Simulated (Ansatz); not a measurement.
# Si₃Mo₅ — Mo-97 nuclear quadrupole resonance

Cell: a computed structure from the Materials Project (it need not be an observed phase).

Space group P6_3/mcm (No. 193); a = 7.3200, c = 5.0677 Å, γ = 120.00°.

| site | Wyckoff | site symmetry | x | y | z |
| --- | --- | --- | --- | --- | --- |
| Si | 6g | m2m | 0.3929 | 0.3929 | 0.7500 |
| Mo7 | 4d | 3.2 | 0.6667 | 0.3333 | 0.0000 |
| Mo11 | 6g | m2m | 0.7602 | 0.7602 | 0.7500 |

One atom of each set is listed.

Level of theory: DFT, r2SCAN, plane waves and PAW, scalar-relativistic, 500 eV cutoff, Γ-centred 5×5×7 k-points, Fermi–Dirac smearing 0.05 eV (Ansatz 0.2.0).

Mo-97: I = 5/2, Q = 255.0 mb (year-2017 value). Static lattice, zero field.

Sites with a gradient: Mo7 (4 atoms; 2 Mo at 2.53 Å, 6 Si at 2.59 Å); Mo11 (6 atoms; 5 Si at 2.51–2.77 Å, 10 Mo at 3.04–3.11 Å).

(1) The simulated spectrum has lines at 5.14, 6.27, 8.86, 10.3 MHz. Sort them into the sets that belong together, and say which site each set most likely comes from.

Answers

(1) For I = 5/2 and η = 0 the lines are 3|C_Q|/20 and twice that; η pulls their ratio below 2. Mo7: 5.14, 10.3 MHz (|C_Q| = 34.3 MHz, η = 0.00). Mo11: 6.27, 8.86 MHz (|C_Q| = 31.3 MHz, η = 0.60).

The sites follow from the calculation. An axis of threefold or higher order runs through Mo7, so V_zz lies along it and η is zero.

At this cell the principal stresses reach 5 GPa in size with r2SCAN, which can matter for small gradients. The run finds no gap above 0.1 eV (a metal, or nearly one), so the gradients can move by 10 % or more with the k-mesh. Without spin–orbit coupling (the program notes it for Mo) the gradients can shift somewhat, as the gap is small.
